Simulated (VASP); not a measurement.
Au:

```
CELL_PARAMETERS angstrom
0.00000 2.03500 2.03500
2.03500 0.00000 2.03500
2.03500 2.03500 0.00000
ATOMIC_POSITIONS crystal
Au 0.00000 0.00000 0.00000
```

* Program: VASP 6.6.1
* Task: relaxation of cell and atoms
* Functional: optB88-vdW
* Potentials or basis: VASP PAW PBE potentials, release 64 (Au)
* Cutoff: 600 eV
* k mesh: 11 × 11 × 11
* Occupations: fermi-dirac, width 0.05 eV
* Spin: no spin polarisation

At the start: pressure 11.4 GPa; volume 16.85 Å³/atom.

**Question.** Where does the relaxation end?

**Answer.** Over 4 steps the energy falls by 37.3 meV/atom and the volume is 17.99 Å³/atom (+6.7 %); space group Fm-3m (No. 225, to 0.05 Å).

Step by step:
| step | energy change (eV) | largest force (eV/Å) | pressure (GPa) | volume (Å³) |
| --- | --- | --- | --- | --- |
| 1 | 0.0000 | 0.0000 | 11.37 | 16.85 |
| 2 | 0.0389 | 0.0000 | -11.03 | 19.94 |
| 3 | -0.0372 | 0.0000 | -0.26 | 18.02 |
| 4 | -0.0373 | 0.0000 | -0.04 | 17.99 |

Final structure:
```cif
data_structure
_symmetry_space_group_name_H-M 'P 1'
_symmetry_Int_Tables_number 1
_cell_length_a 2.9412
_cell_length_b 2.9412
_cell_length_c 2.9412
_cell_angle_alpha 60.000
_cell_angle_beta 60.000
_cell_angle_gamma 60.000
_cell_volume 17.99
loop_
_atom_site_label
_atom_site_type_symbol
_atom_site_fract_x
_atom_site_fract_y
_atom_site_fract_z
_atom_site_occupancy
Au1 Au 0.00000 0.00000 0.00000 1
```

Caveat: the PAW data sets were made with another functional, which shifts forces and pressure a little.
